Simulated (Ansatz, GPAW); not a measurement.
Mo: 3 runs at one level of theory

```xyz
1
Lattice="-1.5838 1.5838 1.5838 1.5838 -1.5838 1.5838 1.5838 1.5838 -1.5838" Properties=species:S:1:pos:R:3 pbc="T T T"
Mo    0.0000    0.0000    0.0000
```

Alike in all runs: task band structure; functional LDA; k mesh 12 × 12 × 12; occupations fermi-dirac, width 0.05 eV; no spin polarisation; no spin-orbit coupling. LDA stands for any of its common fits. Pressure is positive in compression and, in plane waves, holds the error of the finite cutoff, which Ansatz's Pulay term estimates and takes out.

```tsv
program and potentials	plane-wave cutoff (eV)	notes	pressure (GPa)
Ansatz, Ansatz PAW	420	potentials made for PBE, which Ansatz adapts in part	-14.21
GPAW, the program's PAW data sets (release 1.2.1) made for this functional	600	-	-15.03
Ansatz, all-electron LAPW, scalar-relativistic	-	-	-14.14
```

The pressure spans -15.03 (GPAW, the program's PAW data sets (release 1.2.1) made for this functional) to -14.14 GPa (Ansatz, all-electron LAPW, scalar-relativistic), with all-electron results at -14.14. The cell lies far from this level's equilibrium.

The functional is the same throughout but for its coding, so the spread measures potentials, basis and numerics; runs on potential files found faulty are left out.
